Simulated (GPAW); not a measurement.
Set up this calculation in GPAW 26.7.0, as an ASE script.

```
Task                : relaxation of cell and atoms
Functional          : PBEsol
Potentials or basis : PAW data sets generated in the run's folder for this functional
Cutoff              : 600 eV
Basis               : pw
k mesh              : 8 × 8 × 8
Occupations         : fermi-dirac, width 0.05 eV
Spin                : no spin polarisation
Target pressure     : 5 GPa
Maxiter             : 150
Optimizer           : BFGS
Fmax                : 0.02 eV/Å
Max steps           : 60
Target pressure     : 5 GPa
Convergence         : density=1e-05 forces=0.0001
```

CdSe:

```xyz
2
Lattice="0.0000 3.0703 3.0703 3.0703 0.0000 3.0703 3.0703 3.0703 0.0000" Properties=species:S:1:pos:R:3 pbc="T T T"
Cd    0.0000    0.0000    0.0000
Se    1.5351    1.5351    1.5351
```

Measurements of this composition are mostly on another form, of space group No. 186.

The input as run:

run.py

```python
from ase import Atoms
from ase.filters import FrechetCellFilter
from ase.io import write
from ase.optimize import BFGS
from ase.units import GPa
from gpaw import GPAW, PW, setup_paths

setup_paths.insert(0, '.')

atoms = Atoms(['Cd', 'Se'],
              cell=[[0.0, 3.0702711986, 3.0702711986],
                    [3.0702711986, 0.0, 3.0702711986],
                    [3.0702711986, 3.0702711986, 0.0]],
              scaled_positions=[[0.0, 0.0, 0.0],
                                [0.25, 0.25, 0.25]],
              pbc=True)

calc = GPAW(mode=PW(600),
            xc='PBEsol',
            kpts={'size': (8, 8, 8), 'gamma': True},
            occupations={'name': 'fermi-dirac', 'width': 0.05},
            nbands=18,
            convergence={'density': 1e-05, 'forces': 0.0001},
            maxiter=150,
            txt='gpaw.txt')
atoms.calc = calc
opt = BFGS(FrechetCellFilter(atoms, scalar_pressure=5 * GPa), trajectory='relax.traj', logfile='-')
done = opt.run(fmax=0.02, steps=60)
calc.write('gs.gpw')
write('result.traj', atoms)
print('Converged:', done)
print('Cell:', atoms.cell.cellpar().round(4))
print('Volume:', round(atoms.get_volume(), 4))
print(atoms.get_scaled_positions().round(5))
```

Potentials or basis: PAW data sets generated in the run's folder for this functional, pw.

Run with:

```console
$ gpaw-setup -f PBEsol Cd Se
$ OMP_NUM_THREADS=1 python run.py
```

It gave:

- Relaxed volume: 25.93 Å³/atom
- Relaxed cell: a = 4.186 Å, b = 4.186 Å, c = 4.186 Å, α = 60.00°, β = 60.00°, γ = 60.00°
- Space group after relaxing (to 0.05 Å): F-43m (No. 216)
- Energy change on relaxing (the enthalpy is what falls): +25.2 meV/atom
- Ionic steps: 4
- Pressure after relaxing: 4.9 GPa
- Band gap on the k mesh: 0.63 eV, direct

Caveat: later steps reuse the first step's grids.

Run time: 86 s on 1 thread of Intel(R) Xeon(R) Platinum 8375C CPU @ 2.90GHz (Ice Lake), on a shared host, peak memory 0.22 GiB.
